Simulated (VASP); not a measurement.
The system is BeTe.

```xyz
2
Lattice="3.3651 0.0000 0.0000 0.0000 3.3651 0.0000 0.0000 0.0000 3.3651" Properties=species:S:1:pos:R:3 pbc="T T T"
Be    0.0000    0.0000    0.0000
Te    1.6825    1.6825    1.6825
```

The cell was built by a generator and needn't be a form met in nature.

Base run:

| Quantity | Value |
| --- | --- |
| Program | VASP 6.6.1 |
| Functional | PBE |
| Potentials or basis | VASP PAW PBE potentials, release 64 (Be, Te) |
| Cutoff | 520 eV |
| k mesh | 6 × 6 × 6 |
| Occupations | fermi-dirac, width 0.02 eV |
| Spin | no spin polarisation |

Its results: band gap on the k mesh none (metal or under the smearing width); pressure -1.1 GPa.

Problem. The run is repeated on the same cell with these changes: functional from PBE to HSE06; k mesh from 6 × 6 × 6 to 4 × 4 × 4. What comes out?

Solution. Band gap on the k mesh none (metal or under the smearing width); pressure -3.1 GPa.

Several settings changed at once, so the effect can't be laid on one alone.

Caveats: some runs use coarse meshes; the PAW data sets were made with another functional, which shifts forces and pressure a little (some runs).
